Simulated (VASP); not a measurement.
# Tm (Im-3m) in VASP: notebook

Runs on Tm. Level: PBE. Tasks: single point.

Everything below comes from runs of VASP 6.6.1. Logs are shortened: lines on timing, memory, paths and dates and some standing lists are left out, and cuts for length are marked.

## Step 1: The structure

Symmetry: Im-3m, No. 229, cubic system. Conventional cell: a = 3.941 Å, b = 3.941 Å, c = 3.941 Å, α = 90.00°, β = 90.00°, γ = 90.00°. Around Tm (site symmetry m-3m) lie 8 Tm at 3.41 Å.

This isn't the form of Tm at room conditions, which is hcp.

## Step 2: Single point, PBE, collinear spin, ferromagnetic start

INCAR reads:

```
ADDGRID  = F            
ALGO     = Normal         # electronic algorithm
EDIFF    = 1E-6           # SCF threshold, eV
ENCUT    = 400            # plane-wave cutoff, eV
GGA      = PE             # functional
ISIF     = 2              # what is computed and relaxed
ISMEAR   = -1             # smearing method
ISPIN    = 2              # spin polarisation
LASPH    = T              # aspherical terms in the spheres
LCHARG   = F              # write CHGCAR
LMAXMIX  = 6              # l up to which the mixer works
LORBIT   = 11             # projections on sites
LREAL    = F              # projectors in reciprocal space
LWAVE    = F              # write WAVECAR
MAGMOM   = 2              # initial moments
NELM     = 100            # most SCF steps
PREC     = Accurate       # precision mode
SIGMA    = 0.1            # smearing width, eV
```

KPOINTS reads:

```
k-points
0
Gamma
  6 6 6
```

POSCAR reads:

```
Tm
1.0
   -1.9705499473      1.9705499473      1.9705499473
    1.9705499473     -1.9705499473      1.9705499473
    1.9705499473      1.9705499473     -1.9705499473
Tm
1
Direct
    0.0000000000      0.0000000000      0.0000000000
```

Potentials or basis: VASP PAW PBE potentials, release 64 (Tm).

On the command line:

```
$ cat potpaw_PBE.64/Tm/POTCAR > POTCAR
$ mpirun -np 1 vasp_std > vasp.out
```

OUTCAR:

```text
EDIFF = 1E-6
   ENCUT = 400
   GGA = PE
   ISIF = 2
   ISMEAR = -1
   ISPIN = 2
   LASPH = T
   LORBIT = 11
   LREAL = F
   NELM = 100
   PREC = Accurate

 Found     16 irreducible k-points:

 Following reciprocal coordinates:
            Coordinates               Weight
  0.000000  0.000000  0.000000      1.000000
  0.166667  0.000000  0.000000     12.000000
  0.333333  0.000000  0.000000     12.000000
  0.500000  0.000000  0.000000      6.000000
  0.166667  0.166667  0.000000     24.000000
  0.333333  0.166667  0.000000     48.000000
   k-points           NKPTS =     16   k-points in BZ     NKDIM =     16   number of bands    NBANDS=     16
   number of dos      NEDOS =    301   number of ions     NIONS =      1
   total plane-waves  NPLWV =  13824
   dimension x,y,z NGX =    24 NGY =   24 NGZ =   24
   dimension x,y,z NGXF=    48 NGYF=   48 NGZF=   48
   ions per type =               1
   NGX,Y,Z   is equivalent  to a cutoff of  11.69, 11.69, 11.69 a.u.
   NGXF,Y,Z  is equivalent  to a cutoff of  23.38, 23.38, 23.38 a.u.
 SYSTEM =  unknown system
   PREC   = accura    normal or accurate (medium, high low for compatibility)
   ISTART =      0    job   : 0-new  1-cont  2-samecut
   ICHARG =      2    charge: 1-file 2-atom 10-const
   ISPIN  =      2    spin polarized calculation?
   LNONCOLLINEAR =      F non collinear calculations
   LSORBIT =      F    spin-orbit coupling
   LASPH  =      T    aspherical Exc in radial PAW
   ENCUT  =  400.0 eV  29.40 Ry    5.42 a.u.   5.57  5.57  5.57*2*pi/ulx,y,z
   NELM   =    100;   NELMIN=  2; NELMDL= -5     # of ELM steps
   EDIFF  = 0.1E-05   stopping-criterion for ELM
   LREAL  =      F    real-space projection
   EDIFFG = 0.1E-04   stopping-criterion for IOM
   NSW    =      0    number of steps for IOM
   IBRION =     -1    ionic relax: 0-MD 1-quasi-New 2-CG
   NFREE  =      0    steps in history (QN), initial steepest desc. (CG)
   ISIF   =      2    stress and relaxation
   ISYM   =      2    0-nonsym 1-usesym 2-fastsym
   POTIM  = 0.5000    time-step for ionic-motion
   TEBEG  =    0.0;   TEEND  =   0.0 temperature during run
   PSTRESS=    0.0 pullay stress
   NELECT =      23.0000    total number of electrons
   NUPDOWN=      -1.0000    fix difference up-down
   EMIN   =  10.00;   EMAX   =-10.00  energy-range for DOS
   EFERMI =   0.00;   METHOD = LEGACY
   ISMEAR =    -1;   SIGMA  =   0.10  broadening in eV -4-tet -1-fermi 0-gaus
   EFERMI_NEDOS =   21; number of points for ismear=-14 and -15
   IALGO  =     38    algorithm
   IMIX   =      4    mixing-type and parameters
     AMIX     =   0.40;   BMIX     =  1.00
     AMIX_MAG =   1.60;   BMIX_MAG =  1.00
  volume/ion in A,a.u.               =      30.61       206.55
  Fermi-wavevector in a.u.,A,eV,Ry     =   1.488367  2.812606 30.140115  2.215236
  Thomas-Fermi vector in A             =   2.601411
   LORBIT       =     11    0 simple, 1 ext, 2 COOP (PROOUT), +10 PAW based schemes
   GGA     = PE    functional components
   LHFCALC =     F    Hartree Fock is set to
   AEXX    =    0.0000 exact exchange contribution
   IVDW    =     0    specifies the selected vdW correction
   LEPSILON=     F    determine dielectric tensor
   LRPA    =     F    only Hartree local field effects (RPA)
 spin polarized calculation
  energy-cutoff  :      400.00
  volume of cell :       30.61
 maximum number of plane-waves:       586
 NGX is ok and might be reduce to    24
   NGX = 11   NGY = 11   NGZ = 11

 number of electron      22.9999997 magnetization       1.1448839

 Free energy of the ion-electron system (eV)
  ---------------------------------------------------
  ext. energy  EPLUGINS =         0.00000000
  ---------------------------------------------------
  free energy    TOTEN  =        -4.11613059 eV

  energy without entropy =       -3.89477605  energy(sigma->0) =       -4.00545332

 E-fermi :   2.2874     XC(G=0): -10.1979

 val. band max:        2.2834863579   @ k =   0.3333   0.1667   0.1667
 cond. band min:       2.2898486119   @ k =   0.5000   0.0000   0.0000
 fundamental gap:      0.0063622540
 Fermi energy:         2.2873601687

 spin component 1

 k-point     1 :       0.0000    0.0000    0.0000
  band No.  band energies     occupation
      1     -48.1944      1.00000
      2     -21.1292      1.00000
      3     -21.1292      1.00000
      4     -21.1292      1.00000
      5      -3.0352      1.00000
      6       0.7159      1.00000
[... 8 lines left out ...]
     15       5.1404      0.00000
     16       7.3823      0.00000

 k-point     2 :       0.1667    0.0000    0.0000
  band No.  band energies     occupation
      1     -48.1835      1.00000
      2     -21.2907      1.00000
      3     -21.1798      1.00000
      4     -21.1300      1.00000
      5      -2.2509      1.00000
      6       0.7259      1.00000
[... 8 lines left out ...]
     15       5.9839      0.00000
     16       6.8812      0.00000

 k-point     3 :       0.3333    0.0000    0.0000
  band No.  band energies     occupation
      1     -48.1614      1.00000
      2     -21.5961      1.00000
      3     -21.2782      1.00000
      4     -21.1315      1.00000
      5      -0.4781      1.00000
      6       0.7472      1.00000
[... 8 lines left out ...]
     15       7.2381      0.00000
     16       7.7692      0.00000

 k-point     4 :       0.5000    0.0000    0.0000
  band No.  band energies     occupation
      1     -48.1503      1.00000
      2     -21.7413      1.00000
      3     -21.3267      1.00000
      4     -21.1325      1.00000
      5       0.4159      1.00000
      6       0.7579      1.00000
[... 8 lines left out ...]
     15       7.2114      0.00000
     16       8.2458      0.00000

 k-point     5 :       0.1667    0.1667    0.0000
  band No.  band energies     occupation
      1     -48.1670      1.00000
      2     -21.4981      1.00000
      3     -21.2446      1.00000
      4     -21.1661      1.00000
      5      -0.9045      1.00000
      6       0.7359      1.00000
[... 8 lines left out ...]
     15       6.6727      0.00000
     16       7.5842      0.00000

 k-point     6 :       0.3333    0.1667    0.0000
  band No.  band energies     occupation
      1     -48.1504      1.00000
      2     -21.6653      1.00000
      3     -21.3630      1.00000
      4     -21.1796      1.00000
      5       0.6885      1.00000
      6       0.7772      1.00000
[... 8 lines left out ...]
     15       7.0774      0.00000
     16       8.1213      0.00000

 [... further k-points ...]

 spin component 2

 k-point     1 :       0.0000    0.0000    0.0000
  band No.  band energies     occupation
      1     -47.6602      1.00000
      2     -20.7629      1.00000
      3     -20.7629      1.00000
      4     -20.7629      1.00000
      5      -3.1400      1.00000
      6       1.8354      0.98922
[... 8 lines left out ...]
     15       5.1970      0.00000
     16       7.3878      0.00000

 k-point     2 :       0.1667    0.0000    0.0000
  band No.  band energies     occupation
      1     -47.6487      1.00000
      2     -20.9329      1.00000
      3     -20.8157      1.00000
      4     -20.7640      1.00000
      5      -2.3483      1.00000
      6       1.7857      0.99341
[... 8 lines left out ...]
     15       6.0573      0.00000
     16       6.9004      0.00000

 k-point     3 :       0.3333    0.0000    0.0000
  band No.  band energies     occupation
      1     -47.6255      1.00000
      2     -21.2533      1.00000
      3     -20.9180      1.00000
      4     -20.7660      1.00000
      5      -0.5619      1.00000
      6       1.7166      0.99669
[... 8 lines left out ...]
     15       7.2852      0.00000
     16       7.8055      0.00000

 k-point     4 :       0.5000    0.0000    0.0000
  band No.  band energies     occupation
      1     -47.6138      1.00000
      2     -21.4051      1.00000
      3     -20.9685      1.00000
      4     -20.7672      1.00000
      5       0.3413      1.00000
      6       1.6923      0.99740
[... 8 lines left out ...]
     15       7.2520      0.00000
     16       8.3112      0.00000

 k-point     5 :       0.1667    0.1667    0.0000
  band No.  band energies     occupation
      1     -47.6313      1.00000
      2     -21.1504      1.00000
      3     -20.8837      1.00000
      4     -20.8018      1.00000
      5      -0.9911      1.00000
      6       1.7338      0.99607
[... 8 lines left out ...]
     15       6.7085      0.00000
     16       7.6723      0.00000

 k-point     6 :       0.3333    0.1667    0.0000
  band No.  band energies     occupation
      1     -47.6139      1.00000
      2     -21.3254      1.00000
      3     -21.0075      1.00000
      4     -20.8162      1.00000
      5       0.6671      1.00000
      6       1.6986      0.99723
[... 8 lines left out ...]
     15       7.1190      0.00000
     16       8.1836      0.00000

 [... further k-points ...]

------------------------ aborting loop because EDIFF is reached ----------------------------------------

  FORCE on cell =-STRESS in cart. coord.  units (eV):
  Direction    XX          YY          ZZ          XY          YZ          ZX
  --------------------------------------------------------------------------------------
  -------------------------------------------------------------------------------------
  Total        0.4548767      0.4548767      0.4548767     -0.0000000      0.0000000      0.0000000
  in kB       23.8112375     23.8112375     23.8112375     -0.0000000      0.0000000      0.0000000
  external PRESSURE =      23.8112375 kB  Pullay stress =       0.0000000 kB

 VOLUME and BASIS-vectors are now :
 -----------------------------------------------------------------------------
  energy-cutoff  :      400.00
  volume of cell :       30.61
      direct lattice vectors                 reciprocal lattice vectors
    -1.970549947  1.970549947  1.970549947     0.000000000  0.253736273  0.253736273
     1.970549947 -1.970549947  1.970549947     0.253736273  0.000000000  0.253736273
     1.970549947  1.970549947 -1.970549947     0.253736273  0.253736273  0.000000000

 POSITION                                       TOTAL-FORCE (eV/Angst)
 -----------------------------------------------------------------------------------
      0.00000      0.00000      0.00000         0.000000      0.000000     -0.000000
 -----------------------------------------------------------------------------------
    total drift:                                0.000000      0.000000      0.000000

  FREE ENERGIE OF THE ION-ELECTRON SYSTEM (eV)
  ---------------------------------------------------
  free  energy   TOTEN  =        -4.1161305890 eV

  energy  without entropy=       -3.8947760470  energy(sigma->0) =       -4.00545332

 total charge

# of ion       s       p       d       f       tot
--------------------------------------------------
    1        2.217   5.940   0.398  12.510  21.065

 magnetization (x)

# of ion       s       p       d       f       tot
--------------------------------------------------
    1        0.004  -0.030  -0.031   1.278   1.221
```

Wall time 41 s (1 thread of Intel Xeon Platinum 8259CL at 2.50GHz (Skylake/Cascade Lake), shared host); peak memory 0.16 GiB.

These settings aren't checked as converged: the numbers below hold their error.

What came out:

- Free energy: -4.1161 eV
- Pressure: 2.4 GPa
- Band gap on the k mesh: none (metal or under the smearing width)
- Net moment: 1.14 μB per cell
- Site moments: Tm +1.22 μB
- Valence electrons inside the program's atomic spheres: Tm 21.07

Caveat: the k mesh is coarse (spacing up to 0.38 Å⁻¹), so the values aren't converged; the cutoff is under 1.25 times the usual one of these potentials, so pressure, stress and relaxed cells hold a basis-set (Pulay) error; the magnetic or orbital state may not be the lowest; spin-orbit coupling is left out, which moves the levels of the heavy elements.

[end of part 1 of 2]
